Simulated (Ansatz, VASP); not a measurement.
## Two plane-wave programs on Co

File INCAR:

```
SYSTEM = Co
  PREC = Accurate
  ENCUT = 520
  EDIFF = 1E-7
  ISMEAR = -1
  SIGMA = 0.05
  LREAL = .FALSE.
  LASPH = .TRUE.
  NELM = 150
  ALGO = Normal
  ISIF = 2
  LWAVE = .FALSE.
  LCHARG = .TRUE.
  ISPIN = 2
  MAGMOM = 1.7
  LORBIT = 11
  LMAXMIX = 4
  GGA = CA
  LELF = .TRUE.
  LVHAR = .TRUE.
  NBANDS = 14
```

The input KPOINTS:

```
regular mesh
0
G
  17 17 17
  0 0 0
```

File POSCAR:

```
Co
1.0
    2.1364944481      0.0000000000      0.0000000000
    0.0000000000      2.1364944481      0.0000000000
    0.0000000000      0.0000000000      2.1364944481
Co
1
Direct
    0.0000000000      0.0000000000      0.0000000000
```

Input for Ansatz:

```yaml
crystal:
  lattice:
    - [2.1364944481, 0.0, 0.0]
    - [0.0, 2.1364944481, 0.0]
    - [0.0, 0.0, 2.1364944481]
  atoms:
    - { symbol: Co, position: [0.0, 0.0, 0.0], spin: 1.7 }
magnetization:
  spin_polarized: true
kpoints:
  mp_grid: { grid: [17, 17, 17] }
scf:
  occupations: { method: fermi_dirac, width: 0.05 }
hamiltonian:
  xc: lda
  pseudopotentials: { kind: paw }
output:
  forces: true
  stress: true
  eigenvalues: true
  populations: true
```

Change from the starting cell: volume scaled by 0.85, PAW files.

Alike in both runs: task single point; functional LDA; k mesh 17 × 17 × 17; occupations fermi-dirac, width 0.05 eV; collinear spin.

|  | VASP | Ansatz |
| --- | --- | --- |
| version | VASP 6.6.1 | Ansatz 0.2.0 |
| potentials or method | VASP PAW LDA potentials, release 64 (Co) | PAW with Ansatz's default frozen-core files, scalar-relativistic |
| plane-wave cutoff (eV) | 520 | 420 |
| valence electrons in the cell | 9 | 17 |

VASP gave:

```
pressure (GPa)                                                : 42.5
net moment per atom (μB)                                      : 1.21
size of the moment on the site where the two differ most (μB) : 1.20
```

Which values does Ansatz return?

Pressure (GPa): 46.1; net moment per atom (μB): 1.31; size of the moment on the site where the two differ most (μB): 1.29.

Site moments also hang on the region over which each program counts them. The two sets of potentials don't hold the same shells in valence.

Caveats: so large a pressure means that the cell lies far from this level's equilibrium, or that cutoff or potentials fall short (VASP).
